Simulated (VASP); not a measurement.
# CaSe (Fm-3m) in VASP: notebook

The runs below take CaSe through electric field gradients, with PBEsol, r2SCAN, PBE.

Program: VASP 6.6.1. These are calculated values, not measurements. Logs are shortened: lines on timing, memory, paths and dates and some standing lists are left out, and cuts for length are marked.

**The experiment to reproduce.**

From a printed reference work, monograph, original work of 1988, for a bulk crystal of CaSe at 2 K: band gap 3.85 eV (indirect).

The results are compared with them further down.

### 1 The cell of the first run

Symmetry: Fm-3m, No. 225, cubic system. Conventional cell: a = 5.912 Å, b = 5.912 Å, c = 5.912 Å, α = 90.00°, β = 90.00°, γ = 90.00°. Ca (site symmetry m-3m) has 6 Se at 2.96 Å within 3.9 Å. Within 3.9 Å of Se (site symmetry m-3m) lie 6 Ca at 2.96 Å.

### 2 Electric field gradients, PBEsol

INCAR reads:

```
SYSTEM = CaSe
PREC = Accurate
ENCUT = 520
EDIFF = 1E-8
ISMEAR = -1
SIGMA = 0.01
LREAL = .False.
LASPH = .True.
NELM = 80
ALGO = Normal
ISIF = 2
LWAVE = .False.
LCHARG = .False.
GGA = PS
LEFG = .True.
NBANDS = 15
```

KPOINTS reads:

```
Automatic mesh
0
Gamma
  7 7 7
  0 0 0
```

POSCAR reads:

```
CaSe
1.0
    0.0000000000      2.9560000000      2.9560000000
    2.9560000000      0.0000000000      2.9560000000
    2.9560000000      2.9560000000      0.0000000000
Ca Se
1 1
Direct
    0.0000000000      0.0000000000      0.0000000000
    0.5000000000      0.5000000000      0.5000000000
```

Potentials or basis: VASP PAW PBE potentials, release 64 (Ca_sv, Se).

Run with:

```bash
cat potpaw_PBE.64/Ca_sv/POTCAR potpaw_PBE.64/Se/POTCAR > POTCAR
mpirun -np 1 vasp_std > vasp.out
```

OUTCAR:

```text
SYSTEM = CaSe
   PREC = Accurate
   ENCUT = 520
   EDIFF = 1E-8
   ISMEAR = -1
   LREAL = .False.
   LASPH = .True.
   NELM = 80
   ISIF = 2
   GGA = PS

 ion  position               nearest neighbor table
   1  0.000  0.000  0.000-   2 2.96   2 2.96   2 2.96   2 2.96   2 2.96   2 2.96
   2  0.500  0.500  0.500-   1 2.96   1 2.96   1 2.96   1 2.96   1 2.96   1 2.96

  LATTYP: Found a face centered cubic cell.
 ALAT       =     5.9120000000

  Lattice vectors:

 A1 = (   0.0000000000,   2.9560000000,   2.9560000000)
 A2 = (   2.9560000000,   0.0000000000,   2.9560000000)
 A3 = (   2.9560000000,   2.9560000000,   0.0000000000)

Analysis of symmetry for initial positions (statically):
=====================================================================
 Subroutine PRICEL returns:
 Original cell was already a primitive cell.

 Routine SETGRP: Setting up the symmetry group for a
 face centered cubic supercell.

 Subroutine GETGRP returns: Found 48 space group operations
 (whereof 48 operations were pure point group operations)
 out of a pool of 48 trial point group operations.

The static configuration has the point symmetry O_h .

Analysis of symmetry for dynamics (positions and initial velocities):
=====================================================================
 Subroutine PRICEL returns:
 Original cell was already a primitive cell.

 Routine SETGRP: Setting up the symmetry group for a
 face centered cubic supercell.

 Subroutine GETGRP returns: Found 48 space group operations
 (whereof 48 operations were pure point group operations)
 out of a pool of 48 trial point group operations.

The dynamic configuration has the point symmetry O_h .

 Subroutine INISYM returns: Found 48 space group operations
 (whereof 48 operations are pure point group operations),
 and found     1 'primitive' translations

----------------------------------------------------------------------------------------

                                     Primitive cell

  volume of cell :      51.6587

  direct lattice vectors                    reciprocal lattice vectors
     0.000000000  2.956000000  2.956000000    -0.169147497  0.169147497  0.169147497
     2.956000000  0.000000000  2.956000000     0.169147497 -0.169147497  0.169147497
     2.956000000  2.956000000  0.000000000     0.169147497  0.169147497 -0.169147497

  length of vectors
     4.180415290  4.180415290  4.180415290     0.292972058  0.292972058  0.292972058

  position of ions in fractional coordinates (direct lattice)
     0.000000000  0.000000000  0.000000000
     0.500000000  0.500000000  0.500000000

  ion indices of the primitive-cell ions
   primitive index   ion index
                 1           1
                 2           2

----------------------------------------------------------------------------------------

 KPOINTS: Automatic mesh

Automatic generation of k-mesh.
 Grid dimensions read from file:
 generate k-points for:    7    7    7

 Generating k-lattice:

  Cartesian coordinates                     Fractional coordinates (reciprocal lattice)
    -0.024163928  0.024163928  0.024163928     0.142857143  0.000000000  0.000000000
     0.024163928 -0.024163928  0.024163928     0.000000000  0.142857143  0.000000000
     0.024163928  0.024163928 -0.024163928     0.000000000  0.000000000  0.142857143

  Length of vectors
     0.041853151  0.041853151  0.041853151

  Shift w.r.t. Gamma in fractional coordinates (k-lattice)
     0.000000000  0.000000000  0.000000000

 Subroutine IBZKPT returns following result:
 ===========================================

 Found     20 irreducible k-points:

 Following reciprocal coordinates:
            Coordinates               Weight
  0.000000  0.000000  0.000000      1.000000
  0.142857  0.000000  0.000000      8.000000
  0.285714  0.000000  0.000000      8.000000
  0.428571  0.000000  0.000000      8.000000
  0.142857  0.142857  0.000000      6.000000
  0.285714  0.142857  0.000000     24.000000
[... 12 lines left out ...]
 -0.428571  0.428571  0.142857     24.000000
 -0.285714  0.428571  0.142857     24.000000
   k-points           NKPTS =     20   k-points in BZ     NKDIM =     20   number of bands    NBANDS=     15
   number of dos      NEDOS =    301   number of ions     NIONS =      2
   total plane-waves  NPLWV =  32768
   dimension x,y,z NGX =    32 NGY =   32 NGZ =   32
   dimension x,y,z NGXF=    64 NGYF=   64 NGZF=   64
   ions per type =               1   1
   NGX,Y,Z   is equivalent  to a cutoff of  12.73, 12.73, 12.73 a.u.
   NGXF,Y,Z  is equivalent  to a cutoff of  25.45, 25.45, 25.45 a.u.
 SYSTEM =  CaSe
   PREC   = accura    normal or accurate (medium, high low for compatibility)
   ISTART =      0    job   : 0-new  1-cont  2-samecut
   ICHARG =      2    charge: 1-file 2-atom 10-const
   ISPIN  =      1    spin polarized calculation?
   LNONCOLLINEAR =      F non collinear calculations
   LSORBIT =      F    spin-orbit coupling
   LASPH  =      T    aspherical Exc in radial PAW
   ENCUT  =  520.0 eV  38.22 Ry    6.18 a.u.   7.77  7.77  7.77*2*pi/ulx,y,z
   NELM   =     80;   NELMIN=  2; NELMDL= -5     # of ELM steps
   EDIFF  = 0.1E-07   stopping-criterion for ELM
   LREAL  =      F    real-space projection
   EDIFFG = 0.1E-06   stopping-criterion for IOM
   NSW    =      0    number of steps for IOM
   IBRION =     -1    ionic relax: 0-MD 1-quasi-New 2-CG
   NFREE  =      0    steps in history (QN), initial steepest desc. (CG)
   ISIF   =      2    stress and relaxation
   ISYM   =      2    0-nonsym 1-usesym 2-fastsym
   POTIM  = 0.5000    time-step for ionic-motion
   TEBEG  =    0.0;   TEEND  =   0.0 temperature during run
   PSTRESS=    0.0 pullay stress
   NELECT =      16.0000    total number of electrons
   NUPDOWN=      -1.0000    fix difference up-down
   EMIN   =  10.00;   EMAX   =-10.00  energy-range for DOS
   EFERMI =   0.00;   METHOD = LEGACY
   ISMEAR =    -1;   SIGMA  =   0.01  broadening in eV -4-tet -1-fermi 0-gaus
   EFERMI_NEDOS =   21; number of points for ismear=-14 and -15
   IALGO  =     38    algorithm
   IMIX   =      4    mixing-type and parameters
     AMIX     =   0.40;   BMIX     =  1.00
     AMIX_MAG =   1.60;   BMIX_MAG =  1.00
  volume/ion in A,a.u.               =      25.83       174.30
  Fermi-wavevector in a.u.,A,eV,Ry     =   1.107645  2.093145 16.692666  1.226876
  Thomas-Fermi vector in A             =   2.244161
   LORBIT       =      0    0 simple, 1 ext, 2 COOP (PROOUT), +10 PAW based schemes
   GGA     = PS    functional components
   LHFCALC =     F    Hartree Fock is set to
   AEXX    =    0.0000 exact exchange contribution
   IVDW    =     0    specifies the selected vdW correction
   LEPSILON=     F    determine dielectric tensor
   LRPA    =     F    only Hartree local field effects (RPA)
 non-spin polarized calculation
  energy-cutoff  :      520.00
  volume of cell :       51.66
 maximum number of plane-waves:      1411
   NGX = 15   NGY = 15   NGZ = 15

 number of electron      15.9999998 magnetization

 Free energy of the ion-electron system (eV)
  ---------------------------------------------------
  ext. energy  EPLUGINS =         0.00000000
  ---------------------------------------------------
  free energy    TOTEN  =       -10.07146265 eV

  energy without entropy =      -10.07146265  energy(sigma->0) =      -10.07146265

 E-fermi :   2.5443     XC(G=0):  -9.3339

 val. band max:        2.3543244039   @ k =   0.0000   0.0000   0.0000
 cond. band min:       4.3393633915   @ k =   0.4286   0.4286   0.0000
 fundamental gap:      1.9850389876
 Fermi energy:         2.5442907156

 k-point     1 :       0.0000    0.0000    0.0000
  band No.  band energies     occupation
      1     -37.1815      2.00000
      2     -18.2564      2.00000
      3     -18.2564      2.00000
      4     -18.2564      2.00000
      5      -9.4762      2.00000
      6       2.3543      2.00000
      7       2.3543      2.00000
      8       2.3543      2.00000
      9       5.5454      0.00000
     10       6.0020      0.00000
     11       6.0020      0.00000
     12       6.0020      0.00000
     13       6.6049      0.00000
     14       6.6049      0.00000
[... 329 lines left out ...]
      2     -18.3216      2.00000
      3     -18.3204      2.00000
      4     -18.2877      2.00000
      5      -8.7953      2.00000
      6       0.1730      2.00000
      7       0.2298      2.00000
      8       0.9326      2.00000
      9       6.2652      0.00000
     10       7.1872      0.00000
     11       7.7637      0.00000
     12       8.1727      0.00000
     13       8.3288      0.00000
     14      10.1778      0.00000
     15      11.4599      0.00000

------------------------ aborting loop because EDIFF is reached ----------------------------------------

  FORCE on cell =-STRESS in cart. coord.  units (eV):
  Direction    XX          YY          ZZ          XY          YZ          ZX
  --------------------------------------------------------------------------------------
  -------------------------------------------------------------------------------------
  Total       -0.2938342     -0.2938342     -0.2938342      0.0000000      0.0000000     -0.0000000
  in kB       -9.1131748     -9.1131748     -9.1131748      0.0000000      0.0000000     -0.0000000
  external PRESSURE =      -9.1131748 kB  Pullay stress =       0.0000000 kB

 VOLUME and BASIS-vectors are now :
 -----------------------------------------------------------------------------
  energy-cutoff  :      520.00
  volume of cell :       51.66
      direct lattice vectors                 reciprocal lattice vectors
     0.000000000  2.956000000  2.956000000    -0.169147497  0.169147497  0.169147497
     2.956000000  0.000000000  2.956000000     0.169147497 -0.169147497  0.169147497
     2.956000000  2.956000000  0.000000000     0.169147497  0.169147497 -0.169147497

 POSITION                                       TOTAL-FORCE (eV/Angst)
 -----------------------------------------------------------------------------------
      0.00000      0.00000      0.00000         0.000000     -0.000000      0.000000
      2.95600      2.95600      2.95600        -0.000000      0.000000     -0.000000
 -----------------------------------------------------------------------------------
    total drift:                                0.000000     -0.000000     -0.000000

  FREE ENERGIE OF THE ION-ELECTRON SYSTEM (eV)
  ---------------------------------------------------
  free  energy   TOTEN  =       -10.0714626454 eV

  energy  without entropy=      -10.0714626454  energy(sigma->0) =      -10.07146265

 Electric field gradients (V/A^2)
---------------------------------------------------------------------
 ion       V_xx      V_yy      V_zz      V_xy      V_xz      V_yz
---------------------------------------------------------------------
   1      -0.000    -0.000     0.000     0.000     0.000     0.000
   2      -0.000    -0.000     0.000    -0.000    -0.000    -0.000
---------------------------------------------------------------------

 Electric field gradients after diagonalization (V/A^2)
 (convention: |V_zz| > |V_xx| > |V_yy|)
----------------------------------------------------------------------
 ion       V_xx      V_yy      V_zz     asymmetry (V_yy - V_xx)/ V_zz
----------------------------------------------------------------------
   1      -0.000    -0.000     0.000       0.000
   2       0.000     0.000    -0.001       0.000
----------------------------------------------------------------------

           NMR quadrupolar parameters

 Cq : quadrupolar parameter    Cq=e*Q*V_zz/h
 eta: asymmetry parameters     (V_yy - V_xx)/ V_zz
 Q  : nuclear electric quadrupole moment in mb (millibarn)
----------------------------------------------------------------------
 ion       Cq(MHz)       eta       Q (mb)
----------------------------------------------------------------------
   1       0.000       0.000       1.000
   2      -0.000       0.000       1.000
----------------------------------------------------------------------
```

Wall time 19 s (1 thread of Intel Xeon Platinum 8259CL at 2.50GHz (Skylake/Cascade Lake), shared host); peak memory 0.18 GiB.

Results:

| Property | Result |
| --- | --- |
| Free energy | -10.0715 eV |
| Pressure | -0.9 GPa |
| Band gap on the k mesh | 1.99 eV, indirect (least direct gap 2.91 eV) |

Levels at points of the mesh, in eV from the valence-band top:
```tsv
k point	band 5	band 6	band 7	band 8	band 9	band 10	band 11	band 12
(0.00, 0.00, 0.00)	-11.83	0.00	0.00	0.00	3.19	3.65	3.65	3.65
```

Caveat: without QUAD_EFG the Cq values of the log hold for a quadrupole moment of 1 mb, not for the nuclei; the PAW data sets were made with another functional, which shifts forces and pressure a little.

[end of part 1 of 2]
